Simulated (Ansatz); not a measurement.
Take a crystal in which Zr has been replaced by Mo on all its sites, with the cell rescaled by a rough guess (in some cases also distorted within its space group) and nothing relaxed:

```yaml
crystal:
  lattice:
    - [3.01628, 0.00000, 0.00000]
    - [0.00000, 3.01628, 0.00000]
    - [0.00000, 0.00000, 3.01628]
  atoms:
    - { symbol: Mo, position: [0.00000, 0.00000, 0.00000] }
    - { symbol: H, position: [0.00000, 0.50000, 0.50000] }
    - { symbol: H, position: [0.50000, 0.00000, 0.50000] }
    - { symbol: H, position: [0.50000, 0.50000, 0.00000] }
```

The calculation used DFT PBEsol, scalar-relativistic, plane waves, PAW (Ansatz 0.2.0).

Settings: cutoff 420 eV, Γ-centred mesh 14×14×14 on the computed 4-atom cell, Gaussian smearing of 0.10 eV; no spin polarisation.

Q: Will this cell want to expand or contract, and how hard?

A: The pressure is -22.2 GPa (positive in compression), so the cell would contract.

Q: Is it a metal on this mesh?

A: Yes, a band crosses the Fermi level.

Q: What is its energy against the elements in their standard states?

A: +0.268 eV/atom at this unrelaxed geometry, with the elements in the same functional.